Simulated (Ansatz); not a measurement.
# How C answers to pressure

```yaml
crystal:
  lattice:
    - [0.00000, 1.78578, 1.78578]
    - [1.78578, 0.00000, 1.78578]
    - [1.78578, 1.78578, 0.00000]
  atoms:
    - { symbol: C, position: [0.00000, 0.00000, 0.00000] }
    - { symbol: C, position: [0.25000, 0.25000, 0.25000] }
```

The conventional cell has a = 3.572 Å, b = 3.572 Å, c = 3.572 Å, α = 90.00°, β = 90.00°, γ = 90.00°. C (atom 1) has 4 C at 1.55 Å as nearest neighbours.

The cell was built from the diamond type and relaxed in the same program, and has space group Fd-3m; it needn't be a known or the stable phase.

Level of theory: DFT, PBE, all-electron LAPW, scalar-relativistic in Ansatz 0.2.0.

The runs use a Γ-centred 13×13×13 k mesh, Fermi–Dirac smearing of 0.05 eV, basis error target 0.5 meV/atom, no spin polarisation.

The cell is scaled evenly with fractional coordinates held. Semilocal gaps are too small, but their slopes carry over better.

| V/V(cell) | P (GPa) | gap on the k mesh (eV) |
| --- | --- | --- |
| 0.9405 | 29.76 | 4.277 |
| 0.9700 | 13.95 | 4.208 |
| 1.0000 | -0.02 | 4.142 |
| 1.0300 | -12.15 | 4.078 |

**Question.** From the rows at 0.9700 and 1.0300, what is the bulk modulus at the cell's volume?

**Answer.** B = −ΔP/Δln V = −[(-12.15) − (13.95)]/0.06002 = 434.9 GPa.

**Question.** What are the gap's volume deformation potential and pressure coefficient?

**Answer.** dEg/dln V = (4.078 − 4.208)/0.06002 = -2.17 eV, and dEg/dP = −(dEg/dln V)/B = 5 meV/GPa: pressure widens the gap.

**Question.** Predict the row at V/V(cell) = 1.0600. How far is a linear estimate of P off?

**Answer.** P = -22.68 GPa, gap 4.016 eV. The linear estimate P(cell) − B ln(V/V(cell)) = -25.36 GPa misses by 2.68 GPa, since the modulus falls on expansion.
